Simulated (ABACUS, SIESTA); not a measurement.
This is a calculation of BN for ABACUS 3.10.1. The cell is a database's computed one, not the measured one.

Contents of INPUT:

```
INPUT_PARAMETERS
suffix              BN
calculation         cell-relax
basis_type          pw
pseudo_dir          ./
symmetry            1
dft_functional      pbe
ecutwfc             40
pseudo_rcut         10
nspin               1
nbands              8
ks_solver           dav
smearing_method     fd
smearing_sigma      0.00367493
scf_thr             1e-08
scf_nmax            100
mixing_type         broyden
mixing_beta         0.7
cal_force           1
cal_stress          1
ecutrho             320
relax_nmax          60
force_thr_ev        0.02
relax_method        cg
out_stru            1
stress_thr          0.2
kpar                4
```

Contents of STRU:

```
ATOMIC_SPECIES
N 14.0070 n_pbe_v1.2.uspp.F.UPF
B 10.8100 b_pbe_v1.4.uspp.F.UPF

LATTICE_CONSTANT
1.8897261246

LATTICE_VECTORS
0.0000000000 1.8130010000 1.8130010000
1.8130010000 0.0000000000 1.8130010000
1.8130010000 1.8130010000 0.0000000000

ATOMIC_POSITIONS
Direct

N
0.0
1
0.2500000000 0.2500000000 0.2500000000 1 1 1

B
0.0
1
0.0000000000 0.0000000000 0.0000000000 1 1 1
```

File KPT:

```
K_POINTS
0
Gamma
10 10 10 0 0 0
```

Potentials or basis: GBRV ultrasoft 1.5 PBE, plane waves.

The run is started by

```bash
$ OMP_NUM_THREADS=1 mpirun -np 4 abacus > log
```

Q: Set up the same calculation for SIESTA 5.4.2. Potentials or basis there: files PseudoDojo sr-pbe-0.4.1-standard, DZP (energy shift 0.002 Ry).

A: As run (cutoffs and basis follow the program's own potentials, and thresholds, step limits or extra output files can differ):

Contents of BN.fdf:

```
SystemName                      BN
SystemLabel                     BN
NumberOfSpecies                 2
NumberOfAtoms                   2
%block ChemicalSpeciesLabel
  1   7 N
  2   5 B
%endblock ChemicalSpeciesLabel

LatticeConstant                 1.0 Ang
%block LatticeVectors
     0.0000000000     1.8130010000     1.8130010000
     1.8130010000     0.0000000000     1.8130010000
     1.8130010000     1.8130010000     0.0000000000
%endblock LatticeVectors
AtomicCoordinatesFormat         Fractional
%block AtomicCoordinatesAndAtomicSpecies
     0.2500000000     0.2500000000     0.2500000000  1  N
     0.0000000000     0.0000000000     0.0000000000  2  B
%endblock AtomicCoordinatesAndAtomicSpecies

%block kgrid.MonkhorstPack
   10   0   0  0.0
    0  10   0  0.0
    0   0  10  0.0
%endblock kgrid.MonkhorstPack
XC.Functional                   GGA
XC.Authors                      PBE
PAO.BasisSize                   DZP
PAO.EnergyShift                 0.002 Ry
Mesh.Cutoff                     1200 Ry
OccupationFunction              FD
ElectronicTemperature           0.05 eV
MaxSCFIterations                120
SCF.MustConverge                false
SCF.Mixer.Method                Pulay
SCF.Mixer.Weight                0.25
SCF.Mixer.History               8
SCF.DM.Tolerance                5.0e-05
SCF.H.Tolerance                 1.0e-03 eV
WriteForces                     true
Charge.Mulliken                 end
MD.TypeOfRun                    Broyden
MD.Steps                        40
MD.MaxForceTol                  0.01 eV/Ang
MD.MaxDispl                     0.1 Ang
WriteCoorStep                   true
AtomCoorFormatOut               Fractional
MD.VariableCell                 true
MD.MaxStressTol                 0.05 GPa
```

Potentials or basis: PseudoDojo 0.4 standard (PBE files), converted to PSML, DZP (energy shift 0.002 Ry).

The run is started by

```bash
$ siesta < BN.fdf > BN.out 2>&1
```

Both were run:

|  | ABACUS | SIESTA |
| --- | --- | --- |
| Relaxed volume | 5.95 Å³/atom | 6.01 Å³/atom |
| Relaxed cell | a = 2.563 Å, b = 2.563 Å, c = 2.563 Å, α = 60.00°, β = 60.00°, γ = 60.00° | a = 2.572 Å, b = 2.572 Å, c = 2.572 Å, α = 60.00°, β = 60.00°, γ = 60.00° |
| Space group after relaxing | F-43m (No. 216) | F-43m (No. 216) |
| Pressure after relaxing | 0.0 GPa | 0.0 GPa |

Pressure is positive in compression.
